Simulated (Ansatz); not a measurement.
# A series in volume per atom on BaS

Results calculated with Ansatz 0.2.0, not measured. Periodic Kohn-Sham DFT of a crystal at fixed atoms; pressure and stress are positive in compression; the energy is the free energy less that of spherical unpolarised free atoms; site moments are those in the method's own spheres, positive along +z.

Cell of the first row (space group Fm-3m, No. 225):
```
CELL_PARAMETERS angstrom
0.00000 3.12860 3.12860
3.12860 0.00000 3.12860
3.12860 3.12860 0.00000
ATOMIC_POSITIONS crystal
Ba 0.00000 0.00000 0.00000
S 0.50000 0.50000 0.50000
```

Settings of every row: method all-electron LAPW; functional PBEsol; relativity scalar; k mesh 8x8x8; filling fermi-dirac; smearing width 0.02 eV; basis error target 0.25 meV/atom; nucleus gaussian.

Atom start moment: 0 on all atoms.

Limits: no spin-orbit coupling on heavy atoms.

```
row  volume per atom (Å³)  energy less free atoms (eV/atom)  pressure (GPa)
  1                30.622                           -5.3792           1.793
  2                30.948                           -5.3823            1.23
  3                31.273                           -5.3842           0.698
  4                31.925                           -5.3851          -0.279
  5                32.251                            -5.384          -0.727
  6                32.576                                 ?               ?
  7                32.902                           -5.3794          -1.552
  8                33.228                           -5.3758          -1.931
  9                33.879                           -5.3665          -2.627
 10                34.205                           -5.3608          -2.946
 11                34.531                           -5.3545          -3.248
```

Question: what energy less free atoms and pressure should row 6 give?

Worked fit of energy less free atoms. Take u = (V_r/V)^(2/3) − 1 with V_r = 32.576 Å³ an atom, which is twice the finite (Eulerian) strain; such expansions in the strain, on which the Birch-Murnaghan equation of state is built, carry the rest volume and the bulk modulus. The shown rows have u = 0.0421, 0.03477, 0.02759, 0.01355, 0.00671, -0.00662, -0.01312, -0.02581, -0.03201, -0.03811. Least squares give energy less free atoms = −5.38213 − 0.3486 × u + 9.909 × u² eV/atom; a straight line predicts inner rows, each left out in turn, worse (root mean square 0.0056 against 4.5e-05 eV/atom). The rows lie off it by 0.0000, 0.0000, 0.0000, -0.0001, 0.0000, 0.0000, 0.0001, 0.0000, 0.0000, 0.0000. Its lowest point lies at u = 0.0176, or V = 31.73 Å³ an atom, and the curvature there gives the bulk modulus at fixed shape and fractions, B = (4/9)(1 + u)² E″(u)/V = 46 GPa. The withheld row has u = 0, so the fit gives −5.38213 − 0.3486 × (0) + 9.909 × (0)² = -5.3821 eV/atom.

The calculation gave -5.3821 eV/atom. The fit meets it to the printed digit.

Worked fit of pressure. Take u = (V_r/V)^(2/3) − 1 with V_r = 32.576 Å³ an atom, which is twice the finite (Eulerian) strain; such expansions in the strain, on which the Birch-Murnaghan equation of state is built, carry the rest volume and the bulk modulus. The shown rows have u = 0.0421, 0.03477, 0.02759, 0.01355, 0.00671, -0.00662, -0.01312, -0.02581, -0.03201, -0.03811. Least squares give pressure = −1.151 + 61.819 × u + 185.01 × u² + 180 × u³ GPa; a parabola predicts inner rows, each left out in turn, worse (root mean square 0.0024 against 0.00085 GPa). The rows lie off it by 0.000, 0.000, -0.001, 0.000, 0.001, 0.000, 0.000, -0.001, 0.000, 0.000. The pressure vanishes at u = 0.0177, or V = 31.73 Å³ an atom, and there the bulk modulus at fixed shape and fractions is B = −V dP/dV = (2/3)(1 + u) dP/du = 46.5 GPa. The withheld row has u = 0, so the fit gives −1.151 + 61.819 × (0) + 185.01 × (0)² + 180 × (0)³ = -1.151 GPa.

The calculation gave -1.151 GPa. The fit meets it to the printed digit.
